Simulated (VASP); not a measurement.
## PbSe in VASP 6.6.1, single-point calculation

INCAR

```
EDIFF = 1E-7
ISIF = 2
LREAL = .FALSE.
LWAVE = .FALSE.
ISPIN = 2
LASPH = .TRUE.
SIGMA = 0.01
GGA = PE
LCHARG = .FALSE.
NBANDS = 17
ISMEAR = 1
MAGMOM = 2 2
NSW = 0
IBRION = -1
NELM = 98
PREC = Accurate
ENCUT = 520
```

KPOINTS

```
KPOINTS created by Atomic Simulation Environment
0
Monkhorst-Pack
8 8 8
0 0 0
```

POSCAR

```
Pb Se
 1.0000000000000000
     0.0000000000000000    2.9589767269000000    2.9589767269000000
     2.9589767269000000    0.0000000000000000    2.9589767269000000
     2.9589767269000000    2.9589767269000000    0.0000000000000000
 Pb  Se
   1   1
Cartesian
  0.0000000000000000  0.0000000000000000  0.0000000000000000
  2.9589767269000000  2.9589767269000000  2.9589767269000000
```

The recommended PBE PAW datasets give the neutral cell 20 valence electrons.

Command

```
mpirun -np 1 vasp_std
```

OSZICAR

```
N       E                     dE             d eps       ncg     rms          rms(c)
DAV:   1     0.158906392024E+03    0.15891E+03   -0.95878E+03  4129   0.124E+03
DAV:   2     0.441028498542E+01   -0.15450E+03   -0.14911E+03  4309   0.316E+02
DAV:   3    -0.668309169035E+01   -0.11093E+02   -0.10949E+02  5178   0.898E+01
DAV:   4    -0.693939139114E+01   -0.25630E+00   -0.25604E+00  5069   0.147E+01
DAV:   5    -0.694787141345E+01   -0.84800E-02   -0.84796E-02  5800   0.264E+00    0.102E+01
DAV:   6    -0.793149703310E+01   -0.98363E+00   -0.77875E-01  5630   0.602E+00    0.369E+00
DAV:   7    -0.797866606076E+01   -0.47169E-01   -0.13251E-01  4469   0.241E+00    0.144E+00
DAV:   8    -0.797867464416E+01   -0.85834E-05   -0.16456E-02  4951   0.804E-01    0.733E-01
DAV:   9    -0.797896566011E+01   -0.29102E-03   -0.21441E-03  5303   0.406E-01    0.329E-01
DAV:  10    -0.797870671581E+01    0.25894E-03   -0.73628E-04  4906   0.268E-01    0.709E-02
DAV:  11    -0.797875239895E+01   -0.45683E-04   -0.81888E-05  5008   0.108E-01    0.432E-02
DAV:  12    -0.797877821144E+01   -0.25812E-04   -0.37780E-05  4858   0.596E-02    0.156E-02
DAV:  13    -0.797878282625E+01   -0.46148E-05   -0.73012E-06  4934   0.226E-02    0.461E-03
DAV:  14    -0.797878298653E+01   -0.16028E-06   -0.16338E-06  5392   0.147E-02    0.224E-03
DAV:  15    -0.797878298637E+01    0.16553E-09   -0.26418E-07  4461   0.441E-03
   1 F= -.79787830E+01 E0= -.79787837E+01  d E =0.226481E-05  mag=    -0.0000
```

Standard output (part)

```
POSCAR found type information on POSCAR PbSe
 POSCAR found :  2 types and       2 ions
 LDA part: xc-table for (Slater+PW92), standard interpolation
 POSCAR, INCAR and KPOINTS ok, starting setup
 WAVECAR not read
 entering main loop
```

It converged. Results: pressure 9.6 GPa; magnetic moment of the cell 0.00 μB.

The shifted mesh misses Γ, so a band edge there is missed.

For comparison, a separate PBE run of the intended cell, on usual settings and not on those above, gives a gap of 0.10 eV on its mesh and a pressure of 9.4 GPa.

The run above took about 70 s on one core of a shared host (Intel Xeon Platinum 8488C) and held 0.25 GiB at most.
